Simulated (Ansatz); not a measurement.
Results of r²SCAN-D4 in Ansatz (plane waves, PAW) for skutterudite CoSb3.

Run with plane-wave cutoff 560 eV, 6×6×6 k mesh, Fermi–Dirac smearing 0.01 eV, no spin polarisation, scalar-relativistic PAW data made under PBE.

Computed at the level's own relaxed cell.

Q: Estimate the equilibrium volume per atom, band gap and lattice constant a that the calculation returns.

A: 
* **equilibrium volume per atom**: 22.94 Å³/atom
* **band gap**: 0.47 eV
* **lattice constant a**: 9.020 Å

Measured, for comparison: band gap 0.63 eV (temperature not stated, not corrected to a static lattice; as tabulated in Kim et al. (2020), doi:10.1038/s41597-020-00723-8); equilibrium volume per atom 23.06 Å³/atom, lattice constant a 9.037 Å (room temperature, not corrected to a static lattice; as tabulated in Alexeev et al. (2016), arXiv:1601.07731). Computed (rounded) less measured: equilibrium volume per atom -0.5 %, lattice constant a -0.2 %. A static lattice is as a rule a little smaller and stiffer than an uncorrected measurement, which narrows the difference in the equilibrium volume per atom and would widen misses of the other sign.

Note: the bulk modulus comes from volumes at which shape and atoms were relaxed.

Spin–orbit coupling is not included; with these elements it can move the gap by several tenths of an eV or more.

The computed numbers hold no vibrational or temperature effects.

Computing time: roughly 30 core-minutes.

Ansatz is a first-principles code.
